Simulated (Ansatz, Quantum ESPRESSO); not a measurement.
# CdS1-xSex: cell size against composition

Does the cell follow a straight line between the end members?

Calculated with Quantum ESPRESSO 7.5, PBEsol, GBRV 1.5 ultrasoft potentials, cutoff 680 eV, Fermi–Dirac smearing 0.02 eV, k-mesh 4×4×4, no spin polarisation, no spin-orbit coupling.

Each composition is one ordered cell of the wurtzite structure with 8 sites to fill (x is the share of Se on the S sites), chosen so that its near-neighbour pairs are as close to random as the cell allows, with cell and atoms relaxed. The cell at x = 0.125: a = 8.2857 Å, b = 8.2857 Å, c = 6.7481 Å, α = 90.00°, β = 90.00°, γ = 120.00°.

| x | formula | space group | volume for each atom (Å³) |
| --- | --- | --- | --- |
| 0 | CdS | P6_3mc | 24.671 |
| 0.125 | Cd8SeS7 | P3m1 | 25.075 |
| 0.25 | Cd4SeS3 | Pm | 25.483 |
| 0.375 | Cd8Se3S5 | Cm | 25.886 |
| 0.625 | Cd8Se5S3 | Cm | 26.735 |
| 0.75 | Cd4Se3S | Pm | 27.179 |
| 0.875 | Cd8Se7S | P3m1 | 27.623 |
| 1 | CdSe | P6_3mc | 28.081 |

**Question.** Fit the trend and give the value at x = 0.5, a row left out above.

The law is y = (1 − x) y0 + x y1 − b x(1 − x). With w = x(1 − x) and δ the distance of each inner row from the straight line, b = −Σδw/Σw².

```csv
x,w,δ
0.125,0.1094,−0.022
0.25,0.1875,−0.041
0.375,0.2344,−0.064
0.625,0.2344,−0.067
0.75,0.1875,−0.050
0.875,0.1094,−0.032
```

Σδw = −0.05348 and Σw² = 0.2041, so b = 0.262 Å³. At x = 0.5 the law gives 26.310 Å³. The run itself gives 26.315 Å³, so the estimate misses by 0.005 Å³; the fitted rows themselves lie up to 0.009 Å³ off the law.

At x = 0.5 the bowing term is 0.25 % of the value there, against 13.8 % between the ends, so the straight line holds well.

The two axes need not move alike: c/a of the primitive wurtzite cell runs 1.627 (x = 0), 1.632 (x = 0.5), 1.633 (x = 1).

One small ordered cell stands for each composition, so a random alloy may differ.

The same fit over all rows at other levels or in other programs gives b = 0.252 Å³ with PBEsol (Ansatz).

[Logs are printed without paths, hosts, clocks, repeated set-up lines and the standing remarks that a program may print on its own settings, such as how far it seeks lower states.]
